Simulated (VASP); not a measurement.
## Sn (diamond), PBE single-point calculation: Ansatz's output and VASP's

```cif
data_structure
_symmetry_space_group_name_H-M 'P 1'
_symmetry_Int_Tables_number 1
_cell_length_a 4.6449
_cell_length_b 4.6449
_cell_length_c 4.6449
_cell_angle_alpha 60.000
_cell_angle_beta 60.000
_cell_angle_gamma 60.000
_cell_volume 70.86
loop_
_atom_site_label
_atom_site_type_symbol
_atom_site_fract_x
_atom_site_fract_y
_atom_site_fract_z
_atom_site_occupancy
Sn1 Sn 0.00000 0.00000 0.00000 1
Sn2 Sn 0.25000 0.25000 0.25000 1
```

Ansatz printed

```
SCF 1 converged in 6 iterations: F = -12048.378745 eV  dr2 = 2.02e-10
  greatest PAW one-centre occupation: 0.990 electrons in one spin orbital (limit 2), on the Sn atom at site 1 (counted from 0), in its partial waves of l = 2
NSCF: frozen V_eff on 7 k-points
SCF converged after 6 iterations
Free energy (F): -12048.378745 eV
Harris-Foulkes:  -12048.378745 eV  (|F-HF|=9.46e-11)
Internal energy: -12048.378226 eV  (E = F + TS)
E sigma→0 (E₀):  -12048.378485 eV
Entropy (-TS):   -0.000518 eV (-0.259 meV/atom)
Fermi energy:    7.306447 eV
--- Per-component energies (eV) ---
  E_band       = -258.573331
  E_kinetic    = 374.104937
  E_local      = -2346.658257  (includes V_loc(G=0)·N_el)
  E_nonlocal   = -63.988282
  E_hartree    = 1342.178656
  E_xc         = -763.815969
  E_vxc        = -190.667421  (∫ρ·V_xc dr)
  E_paw        = -8275.766266  (= ΣΔE_a)
  E_vpaw       = -715.720866  (= ΣTr[D̂ρ^β])
  E_aug_tail   = -0.000001  (compensation charges beyond the density's cutoff)
  E_ewald      = -2314.433044
  E_smearing   = -0.000518  (= −TS)
  E_closure    = 0.000000  (closes the sum)
  Σ components = -12048.378745   (vs F -12048.378745, Δ=0.00e0)
--- Forces (eV/Å), atoms counted from 1 ---
  atom   1  Sn     0.00000000    -0.00000000     0.00000000
  atom   2  Sn    -0.00000000     0.00000000     0.00000000
  max |Σ_I F_I| component: 6.94e-18 eV/Å
--- Stress (GPa, compression-positive) ---
        1.594836      -0.000000      -0.000000
        0.000000       1.594836      -0.000000
       -0.000000      -0.000000       1.594836
  P = ⅓ Tr σ = 1.5948 GPa (15.948 kbar)
--- Band table (eV; the first three rows and the last of 16) ---
  k-point 0: bands = ["-14.2328", "-14.2328", "-14.2328", "-14.1785", "-14.1785", "-13.8972", "-13.8972", "-13.8972", "-13.8925", "-13.8925", "-2.9844", "6.4967", "7.4666", "7.4666", "7.4666", "9.5339", "9.5339", "9.5339"]
  k-point 1: bands = ["-14.2474", "-14.2474", "-14.2269", "-14.1573", "-14.1573", "-13.9264", "-13.9264", "-13.9046", "-13.8674", "-13.8674", "-2.7278", "4.5433", "7.0465", "7.0465", "7.8505", "10.0757", "10.0757", "10.6382"]
  k-point 2: bands = ["-14.2618", "-14.2618", "-14.2144", "-14.1317", "-14.1317", "-13.9482", "-13.9482", "-13.9199", "-13.8518", "-13.8518", "-2.0255", "2.3402", "6.5157", "6.5157", "7.4750", "10.5651", "10.5651", "12.9016"]
  k-point 15: bands = ["-14.2919", "-14.2919", "-14.1197", "-14.1197", "-14.0373", "-14.0373", "-13.9904", "-13.9904", "-13.8169", "-13.8169", "0.0303", "0.0303", "4.6060", "4.6060", "9.6504", "9.6504", "12.6364", "12.6364"]
```

Datasets and cutoffs are each program's own. VASP's cell holds 28 valence electrons and Ansatz's 28. Ansatz's stress includes a Pulay correction; VASP's doesn't.

Question: What does VASP give for the same cell and level of theory?

Answer: gap between bands v and c -0.16 eV (bands overlap: a metal); least direct gap 0.00 eV; pressure 1.5 GPa.

From OUTCAR

```
k-points           NKPTS =     16   k-points in BZ     NKDIM =     16   number of bands    NBANDS=     21

   NELECT =      28.0000    total number of electrons

   dimension x,y,z NGX =    36 NGY =   36 NGZ =   36
   dimension x,y,z NGXF=    72 NGYF=   72 NGZF=   72

  energy-cutoff  :      520.00
  volume of cell :       70.86
      direct lattice vectors                 reciprocal lattice vectors
     0.000000000  3.284459780  3.284459780    -0.152232036  0.152232036  0.152232036
     3.284459780  0.000000000  3.284459780     0.152232036 -0.152232036  0.152232036
     3.284459780  3.284459780  0.000000000     0.152232036  0.152232036 -0.152232036

 k-points in reciprocal lattice and weights: KPOINTS created by Atomic Simulation Env
   0.00000000  0.00000000  0.00000000       0.005
   0.16666667  0.00000000  0.00000000       0.037
   0.33333333  0.00000000  0.00000000       0.037
   0.50000000  0.00000000  0.00000000       0.019
   0.16666667  0.16666667  0.00000000       0.028
   0.33333333  0.16666667  0.00000000       0.111
   0.50000000  0.16666667  0.00000000       0.111
  -0.33333333  0.16666667  0.00000000       0.111
   ...

 E-fermi :   5.1932

 k-point     1 :       0.0000    0.0000    0.0000
  band No.  band energies     occupation
      1     -16.3435      2.00000
      2     -16.3435      2.00000
      3     -16.3435      2.00000
      4     -16.2891      2.00000
      5     -16.2891      2.00000
      6     -16.0086      2.00000
      7     -16.0086      2.00000
      8     -16.0086      2.00000
      9     -16.0033      2.00000
     10     -16.0033      2.00000
     11      -5.0963      2.00000
     12       4.3819      2.00000
     13       5.3554      0.00060
     14       5.3554      0.00060
     15       5.3554      0.00060
     16       7.4223      0.00000
     17       7.4223      0.00000
     18       7.4223      0.00000
     19      10.2668      0.00000
     20      13.1398      0.00000
     21      13.1398      0.00000

 k-point     2 :       0.1667    0.0000    0.0000
  band No.  band energies     occupation
      1     -16.3581      2.00000
      2     -16.3581      2.00000
      3     -16.3376      2.00000
      4     -16.2679      2.00000
      5     -16.2679      2.00000
      6     -16.0374      2.00000
      7     -16.0374      2.00000
      8     -16.0159      2.00000
      9     -15.9786      2.00000
     10     -15.9786      2.00000
     11      -4.8398      2.00000
     12       2.4307      2.00000
     13       4.9353      1.99999
     14       4.9353      1.99999
     15       5.7374      0.00000
     16       7.9640      0.00000
     17       7.9640      0.00000
     18       8.5255      0.00000
     19      11.3549      0.00000
     20      12.1466      0.00000
     21      12.1466      0.00000

 k-point     3 :       0.3333    0.0000    0.0000
  band No.  band energies     occupation
      1     -16.3725      2.00000
      2     -16.3725      2.00000
      3     -16.3252      2.00000
      4     -16.2424      2.00000
      5     -16.2424      2.00000
      6     -16.0590      2.00000
      7     -16.0590      2.00000
      8     -16.0311      2.00000
      9     -15.9630      2.00000
     10     -15.9630      2.00000
     11      -4.1375      2.00000
     12       0.2281      2.00000
     13       4.4045      2.00000
     14       4.4045      2.00000
     15       5.3618      0.00044
     16       8.4537      0.00000
     17       8.4537      0.00000
     18      10.7887      0.00000
     19      11.4069      0.00000
     20      12.5393      0.00000
     21      12.5393      0.00000

 k-point     4 :       0.5000    0.0000    0.0000
  band No.  band energies     occupation
      1     -16.3765      2.00000
      2     -16.3765      2.00000
      3     -16.3186      2.00000
      4     -16.2342      2.00000
      5     -16.2342      2.00000
      6     -16.0651      2.00000
      7     -16.0651      2.00000
      8     -16.0391      2.00000
      9     -15.9586      2.00000
     10     -15.9586      2.00000
     11      -3.5456      2.00000
     12      -0.8926      2.00000
     13       4.2055      2.00000
     14       4.2055      2.00000
     15       5.1932      0.99870
     16       8.4846      0.00000
     17       8.4846      0.00000
     18      10.9421      0.00000
     19      13.6313      0.00000
     20      13.8528      0.00000
     21      13.9496      0.00000

 ...

  Total        0.6807532      0.6807532      0.6807532      0.0000000      0.0000000      0.0000000
  in kB       15.3914105     15.3914105     15.3914105      0.0000000      0.0000000      0.0000000
  external PRESSURE =      15.3914105 kB  Pullay stress =       0.0000000 kB

 POSITION                                       TOTAL-FORCE (eV/Angst)
 -----------------------------------------------------------------------------------
      0.00000      0.00000      0.00000         0.000000      0.000000     -0.000000
      1.64223      1.64223      1.64223        -0.000000     -0.000000      0.000000
 -----------------------------------------------------------------------------------
    total drift:                                0.000000      0.000000      0.000000

  FREE ENERGIE OF THE ION-ELECTRON SYSTEM (eV)
  ---------------------------------------------------
  free  energy   TOTEN  =        -7.6466460008 eV

  energy  without entropy=       -7.6461278821  energy(sigma->0) =       -7.64638694
```
